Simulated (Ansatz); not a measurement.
# As (Pm-3m) in Ansatz: a series of runs

Runs on As. Level: PBEsol. Tasks: phonons, elastic constants, density of states.

All numbers are computed with Ansatz 0.2.0; they aren't measurements. Logs are shortened: lines on timing, memory, paths and dates and some standing lists are left out, and cuts for length are marked.

## (1) Starting point

It takes space group Pm-3m (No. 221, cubic). Conventional cell: a = 2.704 Å, b = 2.704 Å, c = 2.704 Å, α = 90.00°, β = 90.00°, γ = 90.00°. Around As (site symmetry m-3m) lie 6 As at 2.70 Å.

This isn't the form of As at room conditions, which is rhombohedral.

## (2) Phonons, PBEsol

input.yaml reads:

```yaml
crystal:
  lattice:
    - [2.7036817444, 0.0, 0.0]
    - [0.0, 2.7036817444, 0.0]
    - [0.0, 0.0, 2.7036817444]
  atoms:
    - { symbol: As, position: [0.5, 0.5, 0.5] }
hamiltonian:
  xc: pbesol
  pseudopotentials: { kind: paw }
kpoints:
  mp_grid: { grid: [8, 8, 8] }
scf:
  occupations: { method: fermi_dirac, width: 0.05 }
phonons:
  method: dfpt
  qmesh: [4, 4, 4]
  temperatures: { t_max: 1000, t_step: 100 }
  qpath:
    path:
      - [[0.0, 0.0, 0.0], [0.0, 0.5, 0.0], [0.5, 0.5, 0.0], [0.0, 0.0, 0.0], [0.5, 0.5, 0.5], [0.0, 0.5, 0.0]]
      - [[0.5, 0.5, 0.0], [0.5, 0.5, 0.5]]
    npoints: 8
```

Potentials or basis: Ansatz PAW.

Command:

```sh
ansatz run input.yaml --threads 2 --pin off --max-ram 5632MiB --backend cpu --events-out ev --progress --plain --runs-dir out
```

The program printed:

```text
Warning: RAYON_NUM_THREADS=2 ignored (pool sized by the plan → 2); use --threads N
Engine: ansatz 0.2.0, aarch64-unknown-linux-gnu
Pseudopotentials: kind: paw
Pseudopotential: As, paw, valence charge 15, recommended cutoff 420 eV (normal), As.paw.azcp
Functional definition: PBEsol
  exchange = pbesol_x
  correlation = pbesol_c
Crystal: 1 atoms, lattice volume = 19.764 Å³
Basis set: ecut = 420 eV, 389 PW (Γ), exchange–correlation on 40×40×40 points (8 copies of the dense FFT grid, shifted against one another)
Bands: 12, of which v1, the nominal top of the filled ones, is band 8 counted from 1 (7 counted from 0)
Symmetry: 48 space group operations
k-points: 35 of 512
Non-local potential: As, projectors of the file, l = 0: 2, l = 1: 2, l = 2: 3, l = 3: 1
PAW form: soft (Blöchl's): semilocal exchange-correlation on the pseudo side does not see the compensation charge
PAW frozen core: As, regenerated for the run's functional, and the local potential with it (the file was generated under x = pbe(κ = 0.804, μ = 0.2195149727645171), c = pbe(β = 0.06672455060314922))
PAW one-centre angular grid: As, 590 points (default); XC on 64 Gauss nodes
Initial density: superposition of atomic densities (neutral atoms: chi_scale 0, normalization atom), corrected by the library's trained network
Initial wavefunctions: pseudopotential atomic-orbital guess
Functional: x = pbesol(κ = 0.804, μ = 0.12345679012345678), c = pbesol(β = 0.046)
SCF iter   1: F=—  HF=-4812.925722 eV  |F-HF|=—  |Δ(HF+E_count)|=         —  Δρ=1.64e-3  dr2=2.46e-4  ethr=1.77e-3  ⟨swp⟩=5.5  Hψ=2509  notcnv=0
preconditioner: auto → none  [insulator: Δε(μ)=0.323 eV  Ē_g=15.045 eV  σ=0.050 eV  W_gap=0.56  n_scr=6 (ndim 8)  ℏωp=18.7 eV  f_vac=0.001  D(μ)=1.01/eV (n_scr^D=6)  ε∞_Penn≈2.5]
SCF iter   2: F=—  HF=-4812.925498 eV  |F-HF|=—  |Δ(HF+E_count)|=   2.24e-4  Δρ=7.93e-4  dr2=6.37e-5  ethr=1.64e-6  ⟨swp⟩=2.0  Hψ=930  notcnv=0
SCF iter   3: F=—  HF=-4812.925528 eV  |F-HF|=—  |Δ(HF+E_count)|=   2.95e-5  Δρ=1.99e-4  dr2=4.07e-6  ethr=4.25e-7  ⟨swp⟩=2.5  Hψ=681  notcnv=0
SCF iter   4: F=—  HF=-4812.925531 eV  |F-HF|=—  |Δ(HF+E_count)|=   2.58e-6  Δρ=4.04e-5  dr2=4.00e-7  ethr=2.72e-8  ⟨swp⟩=2.0  Hψ=669  notcnv=0
SCF iter   5: F=—  HF=-4812.925530 eV  |F-HF|=—  |Δ(HF+E_count)|=   6.10e-7  Δρ=8.45e-6  dr2=1.56e-8  ethr=2.67e-9  ⟨swp⟩=2.0  Hψ=669  notcnv=0
SCF iter   6: F=—  HF=-4812.925530 eV  |F-HF|=—  |Δ(HF+E_count)|=   1.73e-8  Δρ=4.40e-7  dr2=2.37e-11  ethr=1.04e-10  ⟨swp⟩=2.0  Hψ=669  notcnv=0
SCF iter   7: F=-4812.925530 eV  HF=-4812.925530 eV  |F-HF|=5.46e-12  |Δ(HF+E_count)|=  7.28e-12  Δρ=9.85e-8  dr2=2.26e-12  ethr=1.00e-12  ⟨swp⟩=5.5  Hψ=1562  notcnv=0
SCF 1 converged in 7 iterations: F = -4812.925530 eV  dr2 = 2.26e-12
NSCF: frozen V_eff on 35 k-points
NSCF: frozen V_eff on 75 k-points
DFPT response loops at q = (0, 0, 0) (fractional): preconditioner auto → Kerker (q_TF=auto, 2.606 Å⁻¹) (partly filled bands, converged f_vac=0.000); β = 1.00, the filter's whole step (`scf.mixing.beta` (0.50) is not read by the response loops under this deck's `scf.mixing.preconditioner`; to damp them name `kerker` or `kerker_dos`, under which they read `scf.mixing.beta`, and type it under 1.00, their step now; both keys bind the ground state too); Broyden in place of MSR1
NSCF: frozen V_eff on 400 k-points
DFPT response loops at q = (0, 0, 0.25) (fractional): mixed as the last ones told, above
NSCF: frozen V_eff on 250 k-points
DFPT response loops at q = (0, 0, -0.5) (fractional): mixed as the last ones told, above
NSCF: frozen V_eff on 640 k-points
DFPT response loops at q = (0, 0.25, 0.25) (fractional): mixed as the last ones told, above
NSCF: frozen V_eff on 400 k-points
DFPT response loops at q = (0, 0.25, -0.5) (fractional): mixed as the last ones told, above
NSCF: frozen V_eff on 250 k-points
DFPT response loops at q = (0, -0.5, -0.5) (fractional): mixed as the last ones told, above
NSCF: frozen V_eff on 576 k-points
DFPT response loops at q = (0.25, 0.25, 0.25) (fractional): mixed as the last ones told, above
NSCF: frozen V_eff on 640 k-points
DFPT response loops at q = (0.25, 0.25, -0.5) (fractional): mixed as the last ones told, above
NSCF: frozen V_eff on 400 k-points
DFPT response loops at q = (0.25, -0.5, -0.5) (fractional): mixed as the last ones told, above
NSCF: frozen V_eff on 150 k-points
DFPT response loops at q = (-0.5, -0.5, -0.5) (fractional): mixed as the last ones told, above
SCF converged after 7 iterations
Free energy (F): -4812.925530 eV
Harris-Foulkes:  -4812.925530 eV  (|F-HF|=5.46e-12)
Internal energy: -4812.918245 eV  (E = F + TS)
E sigma→0 (E₀):  -4812.921888 eV
Entropy (-TS):   -0.007285 eV (-7.285 meV/atom)
Fermi energy:    11.524161 eV
--- Per-component energies (eV) ---
  E_band       = -216.867573
  E_kinetic    = 102.751404
  E_local      = -1550.099989  (includes V_loc(G=0)·N_el)
  E_nonlocal   = -668.360730
  E_hartree    = 873.213747
  E_xc         = -78.900688
  E_vxc        = -79.480354  (∫ρ·V_xc dr)
  E_paw        = -1792.470010  (= ΣΔE_a)
  E_vpaw       = 231.894677  (= ΣTr[D̂ρ^β])
  E_aug_tail   = 0.000007  (compensation charges beyond the density's cutoff)
  E_ewald      = -1700.018415
  E_core_change = 0.966429  (= ΣΔE_core)
  E_smearing   = -0.007285  (= −TS)
  E_closure    = -0.000000  (closes the sum)
  Σ components = -4812.925530   (vs F -4812.925530, Δ=0.00e0)
--- Band table (eV; the first three rows and the last of 35) ---
  k-point 0: bands = ["-24.4483", "-24.4483", "-24.3437", "-24.3437", "-24.3437", "-3.4316", "15.7035", "15.7035", "15.7035", "20.1593", "20.1593", "21.9558"]
  k-point 1: bands = ["-24.4477", "-24.4348", "-24.3476", "-24.3476", "-24.3434", "-3.1442", "12.8883", "15.9553", "15.9553", "20.4229", "21.5167", "24.2040"]
  k-point 2: bands = ["-24.4462", "-24.4024", "-24.3570", "-24.3570", "-24.3427", "-2.3090", "9.1237", "16.6494", "16.6494", "21.1833", "22.5022", "28.7556"]
  k-point 34: bands = ["-24.3999", "-24.3999", "-24.3999", "-24.3019", "-24.3019", "6.6136", "9.7472", "9.7472", "9.7472", "17.4907", "17.4907", "17.4907"]
--- Phonons (Γ-DFPT): 1 representative perturbation + reference (Σ response iterations 3) ---
  ASR residual: 2.398e-6 → 0.000e0 eV/Å²; symmetrization residual: 1.091e-11 eV/Å²
  ASR residual per site (eV/Å²): 2.40e-6
  Γ frequencies (cm⁻¹): 0.00 0.00 0.00
--- Phonons (arbitrary-q DFPT): 10 irreducible q on the 4×4×4 mesh ---
  q = [0.0000, 0.0000, 0.0000] (star 1, of the zone-centre solve; hermiticity 0.00e0, symmetrization 4.55e-6): -0.00 -0.00 -0.00
  q = [0.0000, 0.0000, 0.2500] (star 6, 2 solved perturbations in 320 linear systems a pass and spin channel, the states on 200 of 512 k-point pairs; hermiticity 6.24e-13, symmetrization 8.34e-12): 52.27 52.27 80.81
  q = [0.0000, 0.0000, -0.5000] (star 3, 2 solved perturbations in 200 linear systems a pass and spin channel, the states on 125 of 512 k-point pairs; hermiticity 2.79e-14, symmetrization 2.41e-13): -165.64 63.06 63.06
  q = [0.0000, 0.2500, 0.2500] (star 12, 2 solved perturbations in 500 linear systems a pass and spin channel, the states on 320 of 512 k-point pairs; hermiticity 3.26e-14, symmetrization 1.45e-13): 79.36 97.00 157.38
  q = [0.0000, 0.2500, -0.5000] (star 12, 3 solved perturbations on 200 of 512 k-point pairs; hermiticity 4.59e-9, symmetrization 1.61e-9): -181.52 86.23 134.84
  q = [0.0000, -0.5000, -0.5000] (star 3, 2 solved perturbations in 200 linear systems a pass and spin channel, the states on 125 of 512 k-point pairs; hermiticity 1.76e-13, symmetrization 3.71e-12): -67.95 -67.95 78.98
  q = [0.2500, 0.2500, 0.2500] (star 8, 1 solved perturbation on 288 of 512 k-point pairs; hermiticity 4.77e-14, symmetrization 1.98e-12): 139.83 139.83 184.08
  q = [0.2500, 0.2500, -0.5000] (star 12, 2 solved perturbations in 500 linear systems a pass and spin channel, the states on 320 of 512 k-point pairs; hermiticity 6.33e-9, symmetrization 3.01e-9): -172.76 144.33 163.21
  q = [0.2500, -0.5000, -0.5000] (star 6, 2 solved perturbations in 320 linear systems a pass and spin channel, the states on 200 of 512 k-point pairs; hermiticity 5.93e-14, symmetrization 1.79e-12): -174.23 -174.23 158.76
  q = [-0.5000, -0.5000, -0.5000] (star 1, 1 solved perturbation on 75 of 512 k-point pairs; hermiticity 1.35e-14, symmetrization 1.31e-12): -316.72 -316.72 -316.72
  sum rule: each row above includes the acoustic sum rule's correction from the zone centre's row sums; it moved no ω² by more than (0.09 cm⁻¹)²
  mesh force constants: q→R imaginary residual 0.00e0; ASR residual 2.398e-6 → 0.000e0 eV/Å²; symmetrization residual 2.665e-15 eV/Å²
  interpolated dispersion: 50 rows × 3 modes
  density of states and harmonic sums: on the 24×24×24 q-mesh, interpolated from the force constants of a 4×4×4 supercell (no non-analytic term)
  largest difference from the sums on the solved wave vectors: F 1.23e-2 eV, S 2.29e-5 and C_V 1.05e-5 eV/K
  zero-point energy: 0.014790 eV/cell   skipped modes (ω ≤ 0): 444, of them read as no rigid motion or as one in doubt: 441 (9.187e-1 modes/cell left out, lowest -316.72 cm⁻¹)   left out of the sums: 3.06e-1 of the cell's modes: C_V's classical limit lies that fraction below 3 k_B per atom; for a crystal, a wire or a layer, F and S can be off by more, and a phonons.interpolated_qmesh denser along its periods is the remedy for the sampling
```

Run time: 27 s. Hardware: 2 threads of Arm Neoverse V2, shared host; peak memory 0.46 GiB.

What came out:

- Free energy: -4812.9255 eV
- Band gap on the k mesh: none (metal or under the smearing width)
- Highest phonon frequency: 184 cm⁻¹
- Most unstable mode: 317i cm⁻¹

Phonon frequencies in cm⁻¹ (negative: imaginary):
```csv
q point,frequencies
"(0.000, 0.000, 0.000)",0 0 0
"(0.000, 0.000, 0.250)",52 52 81
"(0.000, 0.000, -0.500)",-166 63 63
"(0.000, 0.250, 0.250)",79 97 157
"(0.000, 0.250, -0.500)",-182 86 135
"(0.000, -0.500, -0.500)",-68 -68 79
"(0.250, 0.250, 0.250)",140 140 184
"(0.250, 0.250, -0.500)",-173 144 163
"(0.250, -0.500, -0.500)",-174 -174 159
"(-0.500, -0.500, -0.500)",-317 -317 -317
```

Caveat: some modes are imaginary; the PAW data sets come from PBE, with cores solved anew for the run's functional, which leaves a small shift of forces and pressure.

## (3) Elastic constants, PBEsol

input.yaml reads:

```yaml
crystal:
  lattice:
    - [2.7036817444, 0.0, 0.0]
    - [0.0, 2.7036817444, 0.0]
    - [0.0, 0.0, 2.7036817444]
  atoms:
    - { symbol: As, position: [0.5, 0.5, 0.5] }
hamiltonian:
  xc: pbesol
  pseudopotentials: { kind: paw }
kpoints:
  mp_grid: { grid: [8, 8, 8] }
scf:
  occupations: { method: fermi_dirac, width: 0.05 }
output:
  forces: true
  stress: true
elastic:
  mode: relaxed_ion
  stencil: two_point
```

Potentials or basis: Ansatz PAW.

Command:

```sh
ansatz run input.yaml --threads 2 --pin off --max-ram 5632MiB --backend cpu --events-out ev --progress --plain --runs-dir out
```

Wall time 2.6 s (2 threads of Arm Neoverse V2, shared host); peak memory 0.29 GiB.

Results (log left out):

```yaml
Free_energy: -4812.9255 eV
Pressure: -0.5 GPa
Band_gap_on_the_k_mesh: none (metal or under the smearing width)
Elastic_constants_C11_C12_C44: 70, 98, -44 GPa
Voigt_bulk_modulus: 89 GPa
```

Levels at points of the mesh, in eV from the Fermi level:
```
              k point  band 6  band 7  band 8  band 9  band 10  band 11
   (0.00, 0.00, 0.00)  -14.96    4.18    4.18    4.18     8.64     8.64
  (0.00, 0.00, -0.50)  -11.80   -6.92    6.48    6.48    11.45    14.02
 (0.00, -0.50, -0.50)   -8.52   -4.23   -4.23    2.46     8.64    16.90
(-0.50, -0.50, -0.50)   -4.91   -1.78   -1.78   -1.78     5.97     5.97
```

Elastic tensor in Voigt notation (GPa, in the Cartesian axes of the cell as first typed):
```
 70  98  98   0   0   0
 98  70  98   0   0   0
 98  98  70   0   0   0
  0   0   0 -44   0   0
  0   0   0   0 -44   0
  0   0   0   0   0 -44
```

Caveat: the elastic tensor has a negative eigenvalue, so either the cell is unstable as it stands or the mesh is too thin; the PAW data sets come from PBE, with cores solved anew for the run's functional, which leaves a small shift of forces and pressure.

## (4) Density of states, PBEsol

input.yaml, as its differences from that of step 3:

```diff
@@ -14,2 +14,3 @@
   occupations: { method: fermi_dirac, width: 0.05 }
+  n_extra_bands: 6
 output:
@@ -17,4 +18,7 @@
   stress: true
-elastic:
-  mode: relaxed_ion
-  stencil: two_point
+  eigenvalues: true
+  dos: { projected: false, de: 0.05, nscf_kmesh: { grid: [12, 12, 12] } }
+  write_density: true
+  write_potential: true
+  elf: true
+  volumetric_format: npy
```

Potentials or basis: Ansatz PAW.

Command:

```sh
ansatz run input.yaml --threads 2 --pin off --max-ram 5632MiB --backend cpu --events-out ev --progress --plain --runs-dir out
```

The program printed:

```text
Warning: RAYON_NUM_THREADS=2 ignored (pool sized by the plan → 2); use --threads N
scf.n_extra_bands = 6 over 8 filled bands (N_el = 15.0): the run solves 14 bands
[... 6 set-up lines as earlier in the session ...]
Crystal: 1 atoms, lattice volume = 19.764 Å³
Basis set: ecut = 420 eV, 389 PW (Γ), exchange–correlation on 40×40×40 points (8 copies of the dense FFT grid, shifted against one another)
Bands: 14, of which v1, the nominal top of the filled ones, is band 8 counted from 1 (7 counted from 0)
[... 1 set-up line as earlier in the session ...]
Space group: Pm-3m (ITA 221), of the structure as read, at distance tolerance 2.7e-5 Å
k-points: 35 of 512
[... 7 set-up lines as earlier in the session ...]
SCF iter   1: F=—  HF=-4812.925714 eV  |F-HF|=—  |Δ(HF+E_count)|=         —  Δρ=1.64e-3  dr2=2.46e-4  ethr=1.77e-3  ⟨swp⟩=5.4  Hψ=2815  notcnv=0
preconditioner: auto → none  [insulator: Δε(μ)=0.322 eV  Ē_g=18.178 eV  σ=0.050 eV  W_gap=0.56  n_scr=6 (ndim 8)  ℏωp=18.7 eV  f_vac=0.001  D(μ)=1.01/eV (n_scr^D=6)  ε∞_Penn≈2.1]
SCF iter   2: F=—  HF=-4812.925501 eV  |F-HF|=—  |Δ(HF+E_count)|=   2.13e-4  Δρ=7.92e-4  dr2=6.38e-5  ethr=1.64e-6  ⟨swp⟩=2.1  Hψ=984  notcnv=0  defer=10
SCF iter   3: F=—  HF=-4812.925529 eV  |F-HF|=—  |Δ(HF+E_count)|=   2.80e-5  Δρ=1.84e-4  dr2=3.62e-6  ethr=4.25e-7  ⟨swp⟩=2.3  Hψ=679  notcnv=0  defer=10
SCF iter   4: F=—  HF=-4812.925531 eV  |F-HF|=—  |Δ(HF+E_count)|=   2.39e-6  Δρ=6.09e-5  dr2=9.21e-7  ethr=2.41e-8  ⟨swp⟩=2.0  Hψ=696  notcnv=0  defer=10
iter 5 did not close the SCF: its close was put off for the readings that it lacked (scf_convergence_deferred on its scf_iter line)
SCF iter   5: F=-4812.925530 eV  HF=-4812.925530 eV  |F-HF|=1.04e-7  |Δ(HF+E_count)|=   1.32e-6  Δρ=1.33e-5  dr2=4.13e-8  ethr=6.14e-9  ⟨swp⟩=2.0  Hψ=696  notcnv=0  defer=10
SCF iter   6: F=-4812.925530 eV  HF=-4812.925530 eV  |F-HF|=9.64e-11  |Δ(HF+E_count)|=   5.17e-8  Δρ=6.17e-7  dr2=7.20e-11  ethr=2.75e-10  ⟨swp⟩=7.5  Hψ=2664  notcnv=0
SCF 1 converged in 6 iterations: F = -4812.925530 eV  dr2 = 7.20e-11
NSCF: frozen V_eff on 84 k-points
SCF converged after 6 iterations
Free energy (F): -4812.925530 eV
Harris-Foulkes:  -4812.925530 eV  (|F-HF|=9.64e-11)
Internal energy: -4812.918245 eV  (E = F + TS)
E sigma→0 (E₀):  -4812.921888 eV
Entropy (-TS):   -0.007285 eV (-7.285 meV/atom)
Fermi energy:    11.524168 eV
--- Per-component energies (eV) ---
  E_band       = -216.867065
  E_kinetic    = 102.751395
  E_local      = -1550.099807  (includes V_loc(G=0)·N_el)
  E_nonlocal   = -668.360523
  E_hartree    = 873.213573
  E_xc         = -78.900679
  E_vxc        = -79.480344  (∫ρ·V_xc dr)
  E_paw        = -1792.470225  (= ΣΔE_a)
  E_vpaw       = 231.894610  (= ΣTr[D̂ρ^β])
  E_aug_tail   = 0.000007  (compensation charges beyond the density's cutoff)
  E_ewald      = -1700.018415
  E_core_change = 0.966429  (= ΣΔE_core)
  E_smearing   = -0.007285  (= −TS)
  E_closure    = 0.000000  (closes the sum)
  Σ components = -4812.925530   (vs F -4812.925530, Δ=0.00e0)
--- Forces (eV/Å), atoms counted from 1 ---
  atom   1  As     0.00000000     0.00000000     0.00000000
  max |Σ_I F_I| component: 9.86e-32 eV/Å
--- Stress (GPa, compression-positive) ---
       -0.483285      -0.000000       0.000000
       -0.000000      -0.483285       0.000000
        0.000000       0.000000      -0.483285
  P = ⅓ Tr σ = -0.4833 GPa (-4.833 kbar)
--- Band table (eV; the first three rows and the last of 35) ---
  k-point 0: bands = ["-24.4482", "-24.4482", "-24.3437", "-24.3437", "-24.3437", "-3.4316", "15.7036", "15.7036", "15.7036", "20.1593", "20.1593", "21.9559", "37.9092", "37.9092"]
  k-point 1: bands = ["-24.4476", "-24.4348", "-24.3476", "-24.3476", "-24.3434", "-3.1442", "12.8884", "15.9553", "15.9553", "20.4229", "21.5167", "24.2040", "33.9818", "33.9818"]
  k-point 2: bands = ["-24.4461", "-24.4023", "-24.3570", "-24.3570", "-24.3426", "-2.3090", "9.1237", "16.6494", "16.6494", "21.1834", "22.5022", "28.7556", "30.3011", "30.3011"]
  k-point 34: bands = ["-24.3999", "-24.3999", "-24.3999", "-24.3019", "-24.3019", "6.6136", "9.7472", "9.7472", "9.7472", "17.4907", "17.4907", "17.4907", "20.9279", "47.4075"]
```

rho_z.tsv:

```text
# z_ang	rho[e/angstrom^3]
# format = ansatz-planar-average/11
# lattice	2.703681744	0.000000000	0.000000000
# lattice	0.000000000	2.703681744	0.000000000
# lattice	0.000000000	0.000000000	2.703681744
# sites	1
# site	33	1.351840872	1.351840872	1.351840872
0.000000	1.327578e-1
0.135184	1.392745e-1
0.270368	1.595353e-1
0.405552	1.951490e-1
0.540736	2.526731e-1
0.675920	3.576060e-1
0.811105	5.698831e-1
0.946289	9.678985e-1
1.081473	1.553801e0
1.216657	2.134921e0
1.351841	2.385156e0
1.487025	2.134921e0
1.622209	1.553801e0
1.757393	9.678985e-1
1.892577	5.698831e-1
2.027761	3.576060e-1
2.162945	2.526731e-1
2.298129	1.951490e-1
2.433314	1.595353e-1
2.568498	1.392745e-1
```

It took 0.75 s on 2 threads of Arm Neoverse V2, shared host; peak memory 0.26 GiB.

Results:

```yaml
Free_energy: -4812.9255 eV
Pressure: -0.5 GPa
Band_gap_on_the_k_mesh: none (metal or under the smearing width)
Density_of_states_at_the_Fermi_level: 0.42 states/eV per cell
```

States per cell in windows of 1 eV (zero at the Fermi level; states under -8 eV left out):
```
from (eV)  total
     -8.0   0.07
     -7.0   0.18
     -6.0   0.32
     -5.0   0.54
     -4.0   0.59
     -3.0   0.56
     -2.0   0.48
     -1.0   0.42
      0.0   0.42
      1.0   0.40
      2.0   0.47
      3.0   0.57
      4.0   0.66
      5.0   0.68
      6.0   0.48
      7.0   0.43
```

Caveat: the PAW data sets come from PBE, with cores solved anew for the run's functional, which leaves a small shift of forces and pressure.

## (5) Overview

| task | q mesh | points for each segment of the path | atoms under strain | gap on the mesh (eV) | pressure (GPa) |
| --- | --- | --- | --- | --- | --- |
| phonons | 4 × 4 × 4 | 8 | - | none | - |
| elastic constants | - | - | relaxed | none | -0.5 |
| density of states | - | - | - | none | -0.5 |

Alike in all rows: level PBEsol; potentials or basis Ansatz PAW; no spin polarisation; cell as given; k mesh 8 × 8 × 8; cutoff (eV) 420; smearing fermi-dirac 0.05 eV.

Every run on the cell as given and a fine mesh finds a metal.

Caveats: the PAW data sets come from PBE, with cores solved anew for the run's functional, which leaves a small shift of forces and pressure; some modes are imaginary (some runs); the elastic tensor has a negative eigenvalue, so either the cell is unstable as it stands or the mesh is too thin (some runs).

Absolute energies hang on the potentials; compare differences alone.
